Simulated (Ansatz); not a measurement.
**BN: what symmetry allows forces and stress to be**

```xyz
2
Lattice="0.0000 1.7527 1.7527 1.7527 0.0000 1.7527 1.8252 1.8252 -0.0725" Properties=species:S:1:pos:R:3 pbc="T T T"
B     0.0356    0.0356   -0.0356
N     2.6479    2.6479    2.6103
```

The calculation used DFT PBE, scalar-relativistic, plane waves, PAW in Ansatz 0.2.0.

Settings: cutoff 420 eV, Γ-centred mesh 12×12×12 on the computed 2-atom cell, Gaussian smearing of 0.02 eV; no spin polarisation.

This distorted cell has space group R3m, with 6 operations.

Task: Without a calculation: in which directions can each atom feel a force?

Result: A force must be left unchanged by every operation that keeps its atom in place, so it lies in the space that those operations leave fixed. Atoms that the group maps onto each other feel forces of one size.
```csv
atom,site symmetry,operations at the site,equivalent to atom,allowed force (Cartesian)
B1,3m,6,1,"along (0.58, 0.58, -0.58)"
N2,3m,6,2,"along (0.58, 0.58, -0.58)"
```

That leaves 2 independent force components of 6, tied by 1 condition that the forces sum to zero, so 1 remains. A relaxation in this cell that keeps the symmetry moves the atoms in these directions alone.

Task: And the stress tensor?

Result: It must be invariant under the point group, which leaves 2 independent components: xx = yy, xx = zz, yy = zz, yz = xz. Further linear relations between components hold in this frame.

Task: Do the computed values obey this?

Result: Yes. Forces (eV/Å):
```
B1  -1.884 -1.884  1.884
N2   1.884  1.884 -1.884
```

Stress (GPa, compression positive, xx yy zz yz xz xy): 17.04 17.04 17.04 17.73 17.73 -17.73. The program imposes the same operations on density, forces and stress, so this confirms the analysis and is no independent test of the calculation.